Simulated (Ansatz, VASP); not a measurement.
## Tl in VASP and in Ansatz

```
Tl
1.0
     3.65005    0.00000    0.00000
    -1.82503    3.16104    0.00000
     0.00000    0.00000    5.50373
Tl
2
Direct
  0.33333 0.66667 0.25000
  0.66667 0.33333 0.75000
```

Alike in both runs: task single point; functional PBEsol; k mesh 15 × 15 × 8; occupations gaussian, width 0.1 eV; no spin polarisation.

```csv
,VASP,Ansatz
version,VASP 6.6.1,Ansatz 0.2.0
potentials or method,"VASP PAW PBE potentials, release 64 (Tl_d)","scalar-relativistic, plane waves, PAW"
plane-wave cutoff (eV),520,420
valence electrons in the cell,26,26
```

```tsv
	VASP	Ansatz	Ansatz less VASP
gap on the k mesh at the Fermi level (eV)	none	none	-
pressure (GPa)	-2.9	-2.8	+0.06
largest component of the traceless stress (GPa)	0.08	0.08	-0.001
```

A gap of «none» marks a metal or a gap that the smearing closes.

Caveats: the PAW data sets were made with another functional, which shifts forces and pressure a little (VASP). The runs have no spin-orbit coupling, so splittings on Tl are missing.
